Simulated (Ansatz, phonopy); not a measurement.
# Grüneisen parameters and expansion of NaH (Fm-3m), part 2 of 2

Wanted: mode Grüneisen parameters of NaH and a free-energy fit over volumes.

Ansatz 0.2.0; DFT PBEsol, scalar-relativistic, plane waves, PAW.

So far. Step 11 (Lattice dynamics at this volume, V/V0 1.03): No mode is imaginary beyond numerical noise at the solved wavevectors. The highest zone-centre mode (no LO–TO term) moved by -5.6 % for a volume change of +3.0 %. Step 12 (A cell at another volume, V/V0 0.97): The run ends at a pressure of 0.78 GPa.

## (13) Lattice dynamics at this volume, V/V0 0.97

input.yaml

```yaml
crystal:
  lattice:
    - [0.0, 2.3714882258, 2.3714882258]
    - [2.3714882258, 0.0, 2.3714882258]
    - [2.3714882258, 2.3714882258, 0.0]
  atoms:
    - { symbol: Na, position: [0.0, 0.0, 0.0] }
    - { symbol: H, position: [0.5, 0.5, 0.5] }
kpoints:
  mp_grid: { grid: [8, 8, 8] }
hamiltonian:
  xc: pbesol
scf:
  occupations: { method: fixed }
output:
  eigenvalues: true
phonons:
  method: dfpt
  dielectric: true
  rigid_motions: translations
  qmesh: [4, 4, 4]
  temperatures: { t_max: 1000, t_step: 50 }
  qpath:
    path:
      - [[0.0, 0.0, 0.0], [0.5, 0.0, 0.5], [0.625, 0.25, 0.625]]
      - [[0.375, 0.375, 0.75], [0.0, 0.0, 0.0], [0.5, 0.5, 0.5], [0.5, 0.25, 0.75], [0.5, 0.0, 0.5]]
    npoints: 10
```

On the command line:

```
$ ansatz run input.yaml --threads 2 --pin off --max-ram 5120MiB --backend cpu --events-out ev --progress --plain --runs-dir out
```

The job ended after 44 s (2 threads of Arm Neoverse V1, shared host; peak memory 0.53 GiB; 86 s of CPU time).

No mode is imaginary beyond numerical noise at the solved wavevectors. The highest zone-centre mode (no LO–TO term) moved by +5.8 % for a volume change of -3.0 %.

## (14) Single point at a scaled cell, V/V0 1.05

input.yaml, the sections that differ from step 13:

```yaml
crystal:
  lattice:
    - [0.0, 2.4349693244, 2.4349693244]
    - [2.4349693244, 0.0, 2.4349693244]
    - [2.4349693244, 2.4349693244, 0.0]
  atoms:
    - { symbol: Na, position: [0.0, 0.0, 0.0] }
    - { symbol: H, position: [0.5, 0.5, 0.5] }
output:
  forces: true
  stress: true
  eigenvalues: true
# kpoints, hamiltonian, scf: as in step 13
# phonons: removed
```

Elapsed: 0.43 s, on 2 threads; peak memory 0.25 GiB.

The run ends at a pressure of -1.06 GPa.

## (15) Phonons, V/V0 1.05

input.yaml, the sections that differ from step 14:

```yaml
output:
  eigenvalues: true
phonons:
  method: dfpt
  dielectric: true
  rigid_motions: translations
  qmesh: [4, 4, 4]
  temperatures: { t_max: 1000, t_step: 50 }
  qpath:
    path:
      - [[0.0, 0.0, 0.0], [0.5, 0.0, 0.5], [0.625, 0.25, 0.625]]
      - [[0.375, 0.375, 0.75], [0.0, 0.0, 0.0], [0.5, 0.5, 0.5], [0.5, 0.25, 0.75], [0.5, 0.0, 0.5]]
    npoints: 10
# crystal, kpoints, hamiltonian, scf: as in step 14
```

Wall time 46 s (2 threads); peak memory 0.55 GiB.

No mode is imaginary beyond numerical noise at the solved wavevectors. The highest zone-centre mode (no LO–TO term) moved by -9.2 % for a volume change of +5.0 %.

## (16) Mode Grüneisen parameters

This step: DFT PBEsol, scalar-relativistic, plane waves, PAW (phonopy 4.10.0).

This step gave:

* share of modes with a negative Grüneisen parameter: 0

Mean Grüneisen, by row:

| T (K) | heat-capacity-weighted mean | root mean square |
| --- | --- | --- |
| 50 | 1.192 | 1.233 |
| 100 | 1.193 | 1.223 |
| 200 | 1.208 | 1.236 |
| 300 | 1.207 | 1.236 |
| 500 | 1.197 | 1.228 |
| 800 | 1.19 | 1.221 |

The mean mode Grueneisen parameter by wavenumber:

| wavenumber (cm⁻¹) | mean mode Grueneisen parameter |
| --- | --- |
| 15 | 1.28 |
| 45 | 0.927 |
| 74 | 1.11 |
| 104 | 1.22 |
| 134 | 1.21 |
| 164 | 1.17 |
| 193 | 1.23 |
| 223 | 0.993 |
| 253 | 0.84 |
| 282 | - |
| 312 | - |
| 342 | - |
| 372 | - |
| 401 | - |
| 431 | - |
| 461 | - |
| 491 | - |
| 520 | 1.84 |
| 550 | 1.7 |
| 580 | 1.55 |
| 610 | 1.44 |
| 639 | 1.33 |
| 669 | 1.24 |
| 699 | 1.15 |
| 728 | 1.07 |
| 758 | 1 |
| 788 | 0.922 |
| 818 | 0.871 |
| 847 | 0.822 |
| 877 | 0.783 |

Volume series, by row:

| V/V0 | V (Å³/atom) | pressure (GPa) | E - E0 (meV/atom) | gap (eV) | zero-point energy (meV/atom) | lowest on the path (cm⁻¹) | highest at Gamma without the LO-TO term (cm⁻¹) |
| --- | --- | --- | --- | --- | --- | --- | --- |
| 0.97 | 13.34 | 0.778 | 0.978 | 3.654 | 82.54 | 0 | 549.6 |
| 0.985 | 13.54 | 0.378 | 0.245 | 3.63 | 81.12 | 0 | 534.4 |
| 1 | 13.75 | 0.005 | 0 | 3.607 | 79.73 | 0 | 519.4 |
| 1.015 | 13.96 | -0.342 | 0.215 | 3.584 | 78.38 | 0 | 504.8 |
| 1.03 | 14.16 | -0.666 | 0.868 | 3.561 | 77.05 | 0 | 490.3 |
| 1.05 | 14.44 | -1.064 | 2.365 | 3.532 | 75.32 | 0 | 471.5 |

The optical frequency at Gamma without the LO-TO term, mode 4 by V/V0:

| V/V0 | optical frequency at Gamma without the LO-TO term, mode 4 (cm⁻¹) |
| --- | --- |
| 0.9700 | 550 |
| 0.9850 | 534 |
| 1.0000 | 519 |
| 1.0150 | 505 |
| 1.0300 | 490 |
| 1.0500 | 472 |

Grüneisen at points, by row:

| point | branch | frequency (cm⁻¹) | mode Grüneisen parameter |
| --- | --- | --- | --- |
| Γ | 4 | 519.4 | 1.9 |
| Γ | 6 | 891.4 | 0.76 |
| X | 1 | 139.6 | 0.82 |
| X | 3 | 205 | 1.4 |
| X | 4 | 679.3 | 1.23 |
| X | 6 | 837.2 | 0.84 |
| U | 1 | 137.7 | 1.08 |
| U | 2 | 176.3 | 1.07 |
| U | 3 | 192 | 1.31 |
| U | 4 | 645.6 | 1.32 |
| U | 5 | 750 | 1.01 |
| U | 6 | 795 | 0.92 |
| K | 1 | 137.7 | 1.08 |
| K | 2 | 176.3 | 1.07 |
| K | 3 | 192 | 1.31 |
| K | 4 | 645.6 | 1.32 |
| K | 5 | 750 | 1.01 |
| K | 6 | 795 | 0.92 |
| L | 1 | 124.5 | 1.55 |
| L | 3 | 239.4 | 0.84 |
| L | 4 | 585.5 | 1.53 |
| L | 6 | 875.4 | 0.79 |
| W | 1 | 154.2 | 1.19 |
| W | 2 | 179.8 | 1.2 |
| W | 4 | 684.5 | 1.17 |
| W | 5 | 761.2 | 0.99 |

## (17) Free-energy fit

Table of energy (each curve on its own zero) by volume; values in meV/atom:

| volume (Å³/atom) | static | F at 0 K | F at 300 K | F at 600 K |
| --- | --- | --- | --- | --- |
| 13.337 | 0.98 | 4.5 | 5.94 | 8.84 |
| 13.543 | 0.25 | 2.34 | 3.24 | 5.02 |
| 13.750 | 0 | 0.71 | 1.05 | 1.7 |
| 13.956 | 0.21 | -0.43 | -0.66 | -1.15 |
| 14.162 | 0.87 | -1.11 | -1.93 | -3.57 |
| 14.437 | 2.37 | -1.33 | -2.96 | -6.16 |

## (18) Results

| Property | Result |
| --- | --- |
| mean mode Grüneisen parameter at 300 K | 1.21 |

**Reading.** The free-energy minimum reaches the edge of the computed volumes already at low temperature, so no expansion is given. The heat-capacity-weighted Grüneisen parameter goes from 1.19 at 50 K to 1.19 at 800 K. Weighting γ by the density of states and each mode's heat capacity at 300 K, modes below 300 cm⁻¹ give about 68 % of the sum of γC that drives the expansion, those up to 600 cm⁻¹ 10 % and the rest 22 %. Among the labelled points γ is largest for branch 4 at Γ (519 cm⁻¹, 1.9) and smallest for branch 6 at Γ (891 cm⁻¹, 0.76). The PAW files were made for PBE and are used here under another functional, for which the program regenerates the frozen cores.

[Logs are printed without paths, hosts, clocks, repeated set-up lines and the standing remarks that a program may print on its own settings, such as how far it seeks lower states.]

[Hosts, paths, dates, database ids (printed as entryN), source tags and the programs' standing remarks are cut or masked in the printed files.]

[A step with changed settings may run another functional than the one named; its input shows which.]

[Of the runs on displaced cells, only some may be shown.]
